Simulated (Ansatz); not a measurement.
Set up this calculation in Ansatz 0.2.0, as the native input.

- Task: band structure
- Functional: LDA
- Potentials or basis: all-electron LAPW, scalar-relativistic
- Cutoff: 527 eV (chosen from the basis error)
- Basis error allowed: 0.001 eV/atom
- k mesh: 12 × 12 × 12
- Occupations: fermi-dirac, width 0.05 eV
- Spin: no spin polarisation

BN:

```
N B
1.0
     1.25112    0.72234    3.37293
    -1.25112    0.72234    3.37293
     0.00000   -1.44467    3.37293
N B
1 1
Direct
  0.66724 0.66724 0.66724
  0.00033 0.00033 0.00033
```

The cell is a database's computed one.

These files were run (other wordings do the same):

input.yaml

```yaml
crystal:
  lattice:
    - [1.2511217832, 0.7223354983, 3.3729344033]
    - [-1.2511217832, 0.7223354983, 3.3729344033]
    - [0.0, -1.4446709966, 3.3729344033]
  atoms:
    - { symbol: "N", position: [0.6672382, 0.6672382, 0.6672382] }
    - { symbol: B, position: [0.0003288, 0.0003288, 0.0003288] }
kpoints:
  mp_grid: { grid: [12, 12, 12] }
  band_path:
    path:
      - [0.0, 0.0, 0.0]
      - [0.5, 0.0, 0.0]
      - [0.5, 0.1972419765, -0.1972419765]
    npoints: 12
scf:
  occupations: { method: fermi_dirac, width: 0.05 }
hamiltonian:
  xc: lda
  pseudopotentials: { kind: all_electron, lapw: { basis_error: 0.001 } }
output:
  forces: true
  stress: true
  eigenvalues: true
```

Potentials or basis: all-electron LAPW, scalar-relativistic.

Command:

```bash
$ ansatz run input.yaml --threads 1 --pin off --max-ram 3072MiB --backend cpu --events-out ev --progress --plain --runs-dir out
```

It gave:

```json
{"Pressure": "-4.1 GPa", "Band gap on the k mesh": "4.10 eV, indirect (least direct gap 4.56 eV)", "Band gap along the path": "4.52 eV, indirect (least direct gap 4.56 eV)"}
```

Wall time 35 s on 1 thread of Arm Neoverse V2, on a shared host, peak memory 0.39 GiB.
